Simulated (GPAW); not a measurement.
YN and the effect of the Hubbard U on Y d

```yaml
crystal:
  lattice:
    - [0.00000, 2.43850, 2.43850]
    - [2.43850, 0.00000, 2.43850]
    - [2.43850, 2.43850, 0.00000]
  atoms:
    - { symbol: Y, position: [0.00000, 0.00000, 0.00000] }
    - { symbol: N, position: [0.50000, 0.50000, 0.50000] }
```

Kept alike: task band structure; functional PBEsol; k mesh 9 × 9 × 9; occupations fermi-dirac, width 0.05 eV; no spin polarisation. Program: GPAW, PAW data sets generated for this functional, cutoff 800 eV. The mesh is that of the run's cell of 2 atoms. No spin-orbit coupling.

```tsv
Hubbard U on Y d, U (eV)	band gap (eV)	pressure (GPa)
0	0.114	-3.22
1	0.294	-0.42
2	0.479	2.40
3	0.668	5.25
4	0.856	8.12
6	?	?
8	1.588	19.38
```

Pressure is positive in compression; the values hold the error of the finite cutoff, so their zero can differ a little from the energy's minimum. U acts here on a shell without spin polarisation. How U acts hangs on the program's projectors. Gaps are the smaller of the mesh's and the band path's.

Question: Fit the rows shown and predict the run at 6 eV.

Answer: A least-squares line through the rows shown is band gap = 0.18468 U + 0.1125 (largest miss 0.0048); at U = 6 it gives 1.221 eV. A least-squares line through the rows shown is pressure = 2.828 U - 3.232 (largest miss 0.040); at U = 6 it gives 13.74 GPa. The run gave: band gap 1.228 eV; pressure 13.82 GPa.

Both the gap and the pressure rise almost linearly with U, and the withheld run at 6 eV falls close to both lines. In rocksalt YN the valence band is mainly N 2p and the conduction band edge mainly Y 4d, with yttrium formally d⁰. U therefore raises the nearly empty d states relative to the N 2p band. The near-constant slope suggests that the d occupations change little over the series. The gap opens by much less than U itself, as expected for weakly occupied orbitals that are mixed with N 2p and only partly captured by the projectors.

The pressure probably has a related origin: U penalises the fractional d occupation that comes from N 2p–Y 4d covalency, and expansion relieves that penalty by reducing the overlap. The wider gap is no evidence of strong correlation in the Y 4d shell, since U here acts largely as a level shift. Because the cell is held fixed, the gap's slope need not survive relaxation of the lattice at each U.
